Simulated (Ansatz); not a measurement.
# HgTe (Coloradoite) under changes of volume

One of the cells (33.215 Å³/atom); the others are scaled copies at fixed shape and fractional positions:

```xyz
2
Lattice="0.0000 3.2145 3.2145 3.2145 0.0000 3.2145 3.2145 3.2145 0.0000" Properties=species:S:1:pos:R:3 pbc="T T T"
Hg    0.0000    0.0000    0.0000
Te    4.8217    4.8217    4.8217
```

```yaml
Program: Ansatz 0.2.0
Functional: HSE03
Potentials_or_basis: Ansatz PAW
Cutoff: "420 eV (not typed: the program's choice for these potentials)"
k_mesh: 4 × 4 × 4
Occupations: fermi-dirac, width 0.05 eV
Spin: no spin polarisation
```

| volume (Å³/atom) | energy over the lowest point (meV/atom) | pressure (GPa) |
| --- | --- | --- |
| 31.223 | ? | ? |
| 31.887 | 66.57 | 6.1 |
| 32.551 | 44.05 | 4.8 |
| 33.215 | 26.55 | 3.6 |
| 33.880 | 13.70 | 2.6 |
| 34.544 | 4.97 | 1.6 |
| 35.208 | 0.00 | 0.8 |

Task: What does the run at 31.223 Å³/atom give?

Result: Energy over the lowest point 94.54 meV/atom; pressure 7.5 GPa.

Worked out: A Birch-Murnaghan fit of order 3 (a polynomial in V^(-2/3)) to the other rows has its minimum at 35.87 Å³/atom, just outside them, with B0 = V·E''(V) = 40 GPa and B' = 4.4. It gives 94.75 meV/atom at 31.223 Å³/atom, against the run's 94.54, and -dE/dV = 7.5 GPa, against 7.5.

Energies are extrapolated to zero smearing.

Caveats: all runs use coarse meshes; the PAW data sets come from PBE, with cores solved anew for the run's functional, which leaves a small shift of forces and pressure; the thresholds are loose for stress.
